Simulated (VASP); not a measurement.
## MoSe2: relaxation of cell and atoms with PBE+D3(BJ)

Slab: MoSe2, a slab with vacuum.

```
Se Mo
1.0
     3.28800    0.00000    0.00000
    -1.64400    2.84749    0.00000
     0.00000    0.00000   34.12500
Se Mo
6 3
Direct
  0.33333 0.66667 0.26374
  0.33333 0.66667 0.35824
  0.66667 0.33333 0.45275
  0.66667 0.33333 0.54725
  0.33333 0.66667 0.64176
  0.33333 0.66667 0.73626
  0.66667 0.33333 0.31099
  0.33333 0.66667 0.50000
  0.66667 0.33333 0.68901
```

```yaml
Program: VASP 6.6.1
Task: relaxation of cell and atoms
Functional: PBE
Dispersion: D3(BJ)
Potentials_or_basis: VASP PAW PBE potentials, release 64 (Se, Mo_sv)
Cutoff: 600 eV
k_mesh: 12 × 12 × 1
Occupations: gaussian, width 0.03 eV
Spin: no spin polarisation
Further_INCAR_settings: ALGO = Normal; EDIFF = 1e-06; IBRION = 2; EDIFFG = -0.01; NSW = 90; ISIF = 3
```

```
Relaxed volume                         : 35.31 Å³/atom
Relaxed cell                           : a = 3.279 Å, b = 3.279 Å, c = 34.125 Å, α = 90.00°, β = 90.00°, γ = 120.00°
Space group after relaxing (to 0.05 Å) : P-6m2 (No. 187)
Energy gained by relaxing              : 23.5 meV/atom
Ionic steps                            : 28
Largest force after relaxing           : 0.005 eV/Å
Band gap on the k mesh                 : 0.97 eV, indirect (least direct gap 1.49 eV)
Dispersion energy per atom             : -0.432 eV
```

Forces on the atoms (eV/Å):
```
Se   0.000  0.000  0.004
Se   0.000  0.000  0.005
Se   0.000  0.000 -0.004
Se   0.000  0.000  0.004
Se   0.000  0.000 -0.005
Se   0.000  0.000 -0.004
Mo   0.000  0.000  0.003
Mo   0.000  0.000  0.000
Mo   0.000  0.000 -0.003
```

The path:
```csv
step,energy change (eV),largest force (eV/Å),pressure (GPa),volume (Å³)
1,0.0000,1.1613,2.73,319.50
2,-0.1049,0.2040,-2.17,330.67
3,-0.1505,0.2818,-0.54,326.58
4,-0.2031,0.1067,-0.21,320.40
5,-0.2089,0.0286,-0.04,317.61
6,-0.2089,0.0238,-0.03,317.43
7,-0.2090,0.0303,-0.13,317.65
8,-0.2090,0.0180,-0.09,317.56
9,-0.2090,0.0163,-0.09,317.65
10,-0.2091,0.0130,-0.11,317.91
11,-0.2092,0.0148,-0.10,317.87
12,-0.2093,0.0252,-0.05,317.75
13,-0.2093,0.0469,0.04,317.50
14,-0.2093,0.0387,0.01,317.59
15,-0.2093,0.0392,0.01,317.59
16,-0.2094,0.0396,0.01,317.59
17,-0.2095,0.0414,0.01,317.59
18,-0.2097,0.0447,0.02,317.58
19,-0.2100,0.0516,0.04,317.57
20,-0.2104,0.0652,0.07,317.55
21,-0.2109,0.0317,-0.05,317.93
22,-0.2109,0.0368,-0.13,318.24
23,-0.2109,0.0338,-0.12,318.15
24,-0.2111,0.0167,-0.11,318.07
25,-0.2112,0.0268,-0.09,317.98
26,-0.2113,0.0118,-0.02,317.72
27,-0.2113,0.0115,-0.02,317.73
28,-0.2113,0.0050,-0.03,317.77
```

Final structure:
```cif
data_structure
_symmetry_space_group_name_H-M 'P 1'
_symmetry_Int_Tables_number 1
_cell_length_a 3.2791
_cell_length_b 3.2791
_cell_length_c 34.1250
_cell_angle_alpha 90.000
_cell_angle_beta 90.000
_cell_angle_gamma 120.000
_cell_volume 317.77
loop_
_atom_site_label
_atom_site_type_symbol
_atom_site_fract_x
_atom_site_fract_y
_atom_site_fract_z
_atom_site_occupancy
Se1 Se 0.33333 0.66667 0.26327 1
Se2 Se 0.33333 0.66667 0.36159 1
Se3 Se 0.66667 0.33333 0.45088 1
Se4 Se 0.66667 0.33333 0.54912 1
Se5 Se 0.33333 0.66667 0.63841 1
Se6 Se 0.33333 0.66667 0.73673 1
Mo1 Mo 0.66667 0.33333 0.31243 1
Mo2 Mo 0.33333 0.66667 0.50000 1
Mo3 Mo 0.66667 0.33333 0.68757 1
```

Levels at points of the mesh, in eV from the valence-band top:
| k point | band 35 | band 36 | band 37 | band 38 | band 39 | band 40 | band 41 | band 42 | band 43 | band 44 |
| --- | --- | --- | --- | --- | --- | --- | --- | --- | --- | --- |
| (0.00, 0.00, 0.00) | -1.39 | -1.39 | -0.90 | -0.23 | 0.00 | 2.56 | 2.56 | 2.59 | 2.59 | 2.63 |
| (0.50, 0.00, 0.00) | -1.06 | -1.04 | -1.04 | -0.91 | -0.82 | 1.65 | 1.67 | 1.69 | 1.94 | 2.08 |

Run time: 18 min on 4 MPI ranks on AMD EPYC 9R45 96-Core Processor (Zen 5) (shared host), peak memory 0.71 GiB a rank.
